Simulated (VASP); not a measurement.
A run of VASP 6.6.1:

The input INCAR:

```
PREC = Accurate ; ENCUT = 600
EDIFF = 1E-7 ; ISMEAR = 0
SIGMA = 0.1 ; LREAL = F
LASPH = T ; NELM = 100
ALGO = Normal ; ISIF = 3
LWAVE = F ; LCHARG = F
GGA = PS ; IBRION = 2
NSW = 90 ; EDIFFG = -0.04
```

KPOINTS

```
Automatic mesh
0
Gamma
  9 9 2
```

File POSCAR:

```
V
1.0
    2.7700550873      0.0000000000      0.0000000000
   -1.3850275436      2.3989380755      0.0000000000
    0.0000000000      0.0000000000      8.9339743902
V
4
Direct
    0.0000000000      0.0000000000      0.0000000000
    0.0000000000      0.0000000000      0.5000000000
    0.3333333333      0.6666666667      0.7500000000
    0.6666666667      0.3333333333      0.2500000000
```

Potentials or basis: VASP PAW PBE potentials, release 64 (V_sv).

Run with:

```console
$ cat potpaw_PBE.64/V_sv/POTCAR > POTCAR
$ mpirun -np 1 vasp_std > vasp.out
```

Hardware: 1 thread of Intel(R) Xeon(R) Platinum 8488C (Sapphire Rapids) (shared host).

Question: How long does it take, and how much memory?

Answer: Run time: 5 min on 1 thread of Intel(R) Xeon(R) Platinum 8488C (Sapphire Rapids) (shared host), peak memory 0.21 GiB. Counts: scf iterations 108, k points 24, ion steps 10.
